Tungsten normally crystallises in the body-centred cubic structure. Here it is placed in the face-centred cubic one, with a single atom in the primitive cell. The cell is relaxed with five density functionals, which are approximate recipes for the exchange and correlation energy of the electrons. The relaxed lengths a, b and c are the edges of the primitive cell, and each equals the distance between neighbouring atoms. The volume change is counted from the same supplied cell in every row; that cell is a starting guess, not a measurement.

Calculated values. VASP 6.6.1, plane-wave PAW DFT without spin polarisation, spin–orbit coupling or dispersion correction, for fcc tungsten (one-atom primitive cell, W_sv potentials). The cell is fully relaxed with a 600 eV cutoff, an 18 × 18 × 18 k mesh and Gaussian smearing of 0.1 eV. Volume changes are relative to the starting cell of 15.90 Å³; a, b and c are primitive-cell edges.

| functional | potentials | volume change (%) | relaxed length a (Å) | relaxed length b (Å) | relaxed length c (Å) |
| --- | --- | --- | --- | --- | --- |
| LDA | VASP-PAW-LDA-potentials,-recommended | -0.820 | 2.81480 | 2.81480 | 2.81480 |
| PBE | VASP-PAW-PBE-potentials,-recommended | 3.650 | 2.85650 | 2.85650 | 2.85650 |
| PBEsol | VASP-PAW-PBE-potentials,-recommended | 0.720 | 2.82930 | 2.82930 | 2.82930 |
| RPBE | VASP-PAW-PBE-potentials,-recommended | 4.980 | 2.86860 | 2.86860 | 2.86860 |
| r2SCAN | VASP-PAW-PBE-potentials,-recommended | 2.300 | 2.84400 | 2.84400 | 2.84400 |

**(a) All five relaxations converged, yet they end at different sizes. Is the disagreement numerical error, or does the approximation fail? Express it as a pressure to decide.**

*Solution.* A crystal near its best volume behaves like a spring. A small pressure left over at the end of a relaxation means a small error in volume, and the stiffness links the two. If the differences between the rows came from unfinished relaxation, the leftover pressures would have to be large enough to cause them.

The stiffness can be estimated from the runs themselves. When the volume V is off by ΔV, the restoring pressure is B·ΔV/V, where B is the bulk modulus. Adding up the work on the way back to the minimum gives the energy gained in the relaxation:

E = B(ΔV)²/(2V)

Take PBE as the worked case. An fcc primitive cell of edge a has the volume a³/√2, which gives 16.48 Å³ after relaxation. Dividing by 1.0365 gives 15.90 Å³ for the start, so ΔV is 0.58 Å³. The same run lowered its energy by 0.0192 eV. Then

B = 2VE/(ΔV)² = 2 × 16.48 × 0.0192 / 0.58² ≈ 1.9 eV/Å³ ≈ 300 GPa

The other four rows, treated in the same way, lie between 298 and 316 GPa, although their energy gains range from below 1 to 35 meV. A spring of roughly this stiffness is therefore good enough for a rough estimate in all of them. The picture ignores that a crystal stiffens when squeezed, which is expected to make B come out too high in the rows that had furthest to grow, so the differences in B should not be used to rank the functionals by stiffness.

The RPBE volume exceeds the LDA volume by 5.8%. With the estimated stiffness, this corresponds to a pressure of about 17 GPa. The largest pressure actually left in any run is 0.04 GPa, worth about 0.01% in volume. The relaxations are finished, and the k mesh, cutoff and smearing are the same in every row. The disagreement therefore lies in the functionals, with a reservation about the potentials that part (b) takes up.

The exact functional, used in the same setting, would give one volume. Wherever that volume lies, it cannot be close to both ends of the range. Even if it sat halfway, LDA and RPBE would each miss it by nearly 3%. The table holds no measured value, so it shows that at least one of these two results misses by this much or more, without telling which functional is best.

**(b) Why do the functionals disagree in this order?**

*Solution.* Consider two limits. In a perfectly uniform electron gas the density has no gradient, and all five functionals are built to give essentially the same energy. In separate atoms the density falls off steeply outside each atom, and there they differ most. A crystal lies between these limits, and stretching it moves it towards the atoms.

LDA treats every point as if it belonged to a uniform gas. It thereby misses exchange energy that a strongly varying density should gain, and the loss is worse for separated atoms than for the compact crystal. The crystal looks too favourable by comparison, so LDA binds too strongly and tends to make solids too small. In the table it gives the smallest volume of the five.

PBE, PBEsol and RPBE multiply the uniform-gas exchange energy by a factor that grows with the relative steepness of the density. Stretching the crystal makes the density relatively steeper, so the factor is expected to favour a stretched crystal over a compressed one, which acts like an outward push. The strength of the push depends on how fast the factor rises over the gradients present in the crystal. In PBEsol the factor rises slowly, in PBE nearly twice as fast at small gradients. RPBE starts like PBE and levels off at the same ceiling, but it gets there sooner, so at moderate gradients its factor climbs faster. In a dense metal, where the gradients that matter are expected to stay moderate, the push should therefore grow from PBEsol through PBE to RPBE, and the volumes follow that order.

The cleanest evidence is the step from PBE to RPBE. These two share the same potentials, which stand in for the inner electrons, and the same correlation part; only the exchange factor changes. That change alone enlarges the volume by 1.3%. The step from PBEsol to PBE is larger, 2.9%, but there the gradient correction to correlation changes as well.

The LDA row needs more care, because it uses potentials made for LDA while the other four use the PBE set. Its distance from PBEsol, 1.6% in volume, thus mixes two changes, and the table cannot separate them. The failure does not hang on this row: among the four that share their potentials, the volumes still spread by 4.2%. Sharing has its own price: PBEsol, RPBE and r2SCAN work with inner electrons frozen as PBE left them, and the table cannot say how far this shifts their volumes. LDA and PBE, the two rows whose potentials match their functional, differ by 4.5%.

r2SCAN falls between PBEsol and PBE. It also uses the kinetic-energy density of the electrons, which helps it to tell a metallic region from a covalent bond or the tail of an atom. The argument about a single gradient factor does not predict its place, which has to be read from the table.

**(c) In every run the force on the atom is zero. Does this show that fcc tungsten is stable?**

*Solution.* It does not, and the PBE run shows why. Its force was already zero at the start, when the cell still had to grow by 3.65% in volume. A lone atom in this lattice has identical neighbours on opposite sides, so their pulls cancel at any volume. The force would vanish in a badly compressed crystal just as it does in a relaxed one.

The three equal lengths in each row carry the same warning. They are one result written three times, because a cubic start gives the relaxation no reason to prefer one axis. Imagine stretching the cube very slightly along one axis at constant volume. By symmetry the energy has no slope in this direction, so the cell feels no drive to distort. Stability depends on the curvature: the cube may rest in a valley or be balanced on a ridge.

For fcc tungsten it is known to be a ridge. Such a stretch or compression lowers the energy, and the compression leads towards the stable body-centred structure. None of the five runs could discover this, whatever its functional. The test would be to distort the cell on purpose and compare energies, which was not done here. The relaxed lengths are therefore the best sizes of a crystal held cubic, not the dimensions of a metal that would keep this shape.
